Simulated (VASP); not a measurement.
A VASP 6.6.1 single-point calculation on MgO

INCAR

```
GGA = PE
PREC = Accurate
EDIFF = 1E-7
LREAL = .FALSE.
IBRION = -1
SIGMA = 0.005
NELM = 52
NBANDS = 28
LCHARG = .FALSE.
ISMEAR = -5
LWAVE = .FALSE.
NSW = 0
ENCUT = 520
LASPH = .TRUE.
ISIF = 2
```

KPOINTS

```
KPOINTS created by Atomic Simulation Environment
0
Gamma
10 10 10
0 0 0
```

POSCAR

```
Mg O
 1.0000000000000000
     0.0000000000000000    2.0237565711999999    2.1553921414000001
     2.0237565711999999    0.0000000000000000    2.1553921414000001
     2.0237565711999999    2.0237565711999999    0.0000000000000000
 Mg  O
   1   1
Cartesian
  0.0000000000000000  0.0000000000000000  0.0000000000000000
  2.0237565711999999  2.0237565711999999  2.1553921414000001
```

The recommended PBE PAW datasets give the neutral cell 8 valence electrons.

Command

```
mpirun -np 1 vasp_std
```

OSZICAR

```
N       E                     dE             d eps       ncg     rms          rms(c)
DAV:   1     0.320989430109E+02    0.32099E+02   -0.36429E+03  5936   0.254E+02
DAV:   2    -0.124562961947E+02   -0.44555E+02   -0.42922E+02  7416   0.934E+01
DAV:   3    -0.134066631996E+02   -0.95037E+00   -0.94699E+00  7468   0.113E+01
DAV:   4    -0.134077117924E+02   -0.10486E-02   -0.10485E-02  6916   0.387E-01
DAV:   5    -0.134077126363E+02   -0.84397E-06   -0.84394E-06  7036   0.106E-02    0.734E+00
DAV:   6    -0.118211154939E+02    0.15866E+01   -0.65777E+00  6356   0.645E+00    0.211E+00
DAV:   7    -0.118126165861E+02    0.84989E-02   -0.49947E-02  7204   0.897E-01    0.135E+00
DAV:   8    -0.118069820028E+02    0.56346E-02   -0.23424E-02  7008   0.719E-01    0.256E-01
DAV:   9    -0.118065354737E+02    0.44653E-03   -0.58562E-04  6760   0.795E-02    0.123E-01
DAV:  10    -0.118065295505E+02    0.59231E-05   -0.17180E-04  6580   0.521E-02    0.558E-03
DAV:  11    -0.118065308913E+02   -0.13408E-05   -0.25536E-06  7160   0.620E-03    0.254E-03
DAV:  12    -0.118065311031E+02   -0.21175E-06   -0.80239E-08  6588   0.114E-03    0.721E-04
DAV:  13    -0.118065311064E+02   -0.33238E-08   -0.15669E-08  3824   0.350E-04
   1 F= -.11806531E+02 E0= -.11806531E+02  d E =0.000000E+00
```

Standard output (part)

```
POSCAR found type information on POSCAR MgO
 POSCAR found :  2 types and       2 ions
 LDA part: xc-table for (Slater+PW92), standard interpolation
 POSCAR, INCAR and KPOINTS ok, starting setup
 WAVECAR not read
 entering main loop
```

From OUTCAR

```
k-points           NKPTS =    102   k-points in BZ     NKDIM =    102   number of bands    NBANDS=     28

   NELECT =       8.0000    total number of electrons

   dimension x,y,z NGX =    24 NGY =   24 NGZ =   24
   dimension x,y,z NGXF=    48 NGYF=   48 NGZF=   48

  energy-cutoff  :      520.00
  volume of cell :       17.66
      direct lattice vectors                 reciprocal lattice vectors
     0.000000000  2.023756571  2.155392141    -0.247065288  0.247065288  0.231976349
     2.023756571  0.000000000  2.155392141     0.247065288 -0.247065288  0.231976349
     2.023756571  2.023756571  0.000000000     0.247065288  0.247065288 -0.231976349

 k-points in reciprocal lattice and weights: KPOINTS created by Atomic Simulation Env
   0.00000000  0.00000000  0.00000000       0.001
   0.10000000 -0.00000000  0.00000000       0.008
   0.20000000 -0.00000000  0.00000000       0.008
   0.30000000  0.00000000  0.00000000       0.008
   0.40000000  0.00000000  0.00000000       0.008
   0.50000000 -0.00000000  0.00000000       0.004
   0.10000000  0.10000000  0.00000000       0.002
   0.20000000  0.10000000  0.00000000       0.008
   ...

 E-fermi :   3.9097

 k-point     1 :       0.0000    0.0000    0.0000
  band No.  band energies     occupation
      1     -13.9502      2.00000
      2       3.5810      2.00000
      3       3.5810      2.00000
      4       3.6820      2.00000
      5       8.8788      0.00000
      6      19.3199      0.00000
      7      20.0215      0.00000
      8      20.0215      0.00000
      9      23.8657      0.00000
     10      24.6918      0.00000
     11      26.7382      0.00000
     12      27.4819      0.00000
     13      29.9096      0.00000
     14      29.9096      0.00000
     15      41.7323      0.00000
     16      44.4799      0.00000
     17      44.4799      0.00000
     18      44.4806      0.00000
     19      53.1483      0.00000
     20      53.3326      0.00000
     21      53.3326      0.00000
     22      54.4390      0.00000
     23      54.4390      0.00000
     24      57.8870      0.00000
     25      59.9601      0.00000
     26      61.2569      0.00000
     27      62.8142      0.00000
     28      63.5262      0.00000

 k-point     2 :       0.1000   -0.0000    0.0000
  band No.  band energies     occupation
      1     -13.8335      2.00000
      2       2.9472      2.00000
      3       3.5184      2.00000
      4       3.5651      2.00000
      5       9.5005      0.00000
      6      18.4902      0.00000
      7      19.8017      0.00000
      8      20.2955      0.00000
      9      24.1194      0.00000
     10      25.6291      0.00000
     11      25.9741      0.00000
     12      28.3093      0.00000
     13      30.1397      0.00000
     14      31.0671      0.00000
     15      41.1456      0.00000
     16      43.1715      0.00000
     17      44.2448      0.00000
     18      46.1078      0.00000
     19      52.5606      0.00000
     20      53.0219      0.00000
     21      53.3142      0.00000
     22      53.4221      0.00000
     23      54.1190      0.00000
     24      56.8660      0.00000
     25      58.3674      0.00000
     26      60.8479      0.00000
     27      62.8450      0.00000
     28      65.2876      0.00000

 ...

  Total        2.3932232      2.3932232      0.5517215      0.0000000     -0.0000000     -0.0000000
  in kB      217.1805579    217.1805579     50.0677004      0.0000000     -0.0000000     -0.0000000
  external PRESSURE =     161.4762720 kB  Pullay stress =       0.0000000 kB

 POSITION                                       TOTAL-FORCE (eV/Angst)
 -----------------------------------------------------------------------------------
      0.00000      0.00000      0.00000         0.000000     -0.000000      0.000000
      2.02376      2.02376      2.15539         0.000000      0.000000     -0.000000
 -----------------------------------------------------------------------------------
    total drift:                               -0.000000     -0.000000      0.000000

  FREE ENERGIE OF THE ION-ELECTRON SYSTEM (eV)
  ---------------------------------------------------
  free  energy   TOTEN  =       -11.8065311064 eV

  energy  without entropy=      -11.8065311064  energy(sigma->0) =      -11.80653111
```

It converged. Results: gap between bands v and c on the k mesh 5.20 eV; least direct gap on the k mesh 5.20 eV; pressure 16.1 GPa. Band v is the last that the valence electrons fill when counted band by band, and c is the next.

For comparison, a separate PBE run of the intended cell, on usual settings and not on those above, gives a gap of 5.20 eV on its mesh and a pressure of 16.1 GPa.

The run above took about 31 s on one core of a shared host (Intel Xeon Platinum 8488C) and held 0.17 GiB at most.
